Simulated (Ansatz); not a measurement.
Ge-73 NMR of the central transition in Ge at a changed volume

Cell: a structure deposited in the COD, relaxed with PBE at fixed cell and then changed (volume scaled by 0.98, ions relaxed).

Space group P4_32_12 (No. 96); a = 5.8902, c = 6.9332 Å.

```
site  Wyckoff  site symmetry       x       y       z
 Ge1       4a            ..2  0.0909  0.0909  0.0000
 Ge5       8b              1  0.1728  0.3685  0.2621
```

One atom of each set is listed.

Method: Kohn–Sham DFT in Ansatz, PBE, plane waves and PAW, scalar-relativistic, 420 eV cutoff, Γ-centred 8×8×7 k-points, Fermi–Dirac smearing 0.02 eV.

Ge-73 has I = 9/2 and Q = -196.0 mb (Pyykkö 2018); at 23.5 T its Larmor frequency is ν₀ = 35.0 MHz. Only the quadrupole interaction is simulated: positions count from each site's isotropic chemical shift, and shift anisotropy, dipolar and J coupling are left out.

Q: Give C_Q, η, the quadrupolar product P_Q = |C_Q|(1 + η²/3)^½, the second-order isotropic shift and the breadth of the pattern (static powder) for each Ge site.

A: 

```json
{"site": "Ge1", "first shell": "4 Ge at 2.48–2.49 Å", "C_Q (MHz)": "-20.5", "η": "0.83", "P_Q (MHz)": "22.7", "δ_QIS (ppm)": "-584", "breadth (kHz)": "152"}
{"site": "Ge5", "first shell": "4 Ge at 2.48–2.51 Å", "C_Q (MHz)": "-28.7", "η": "0.86", "P_Q (MHz)": "32.0", "δ_QIS (ppm)": "-1157", "breadth (kHz)": "302"}
```

δ_QIS = −(ν_Q²/30ν₀²)[I(I+1) − 3/4](1 + η²/3) × 10⁶ ppm with ν_Q = 3|C_Q|/[2I(2I−1)]; it falls as 1/B₀² in ppm, and the breadth as 1/B₀ in kHz.
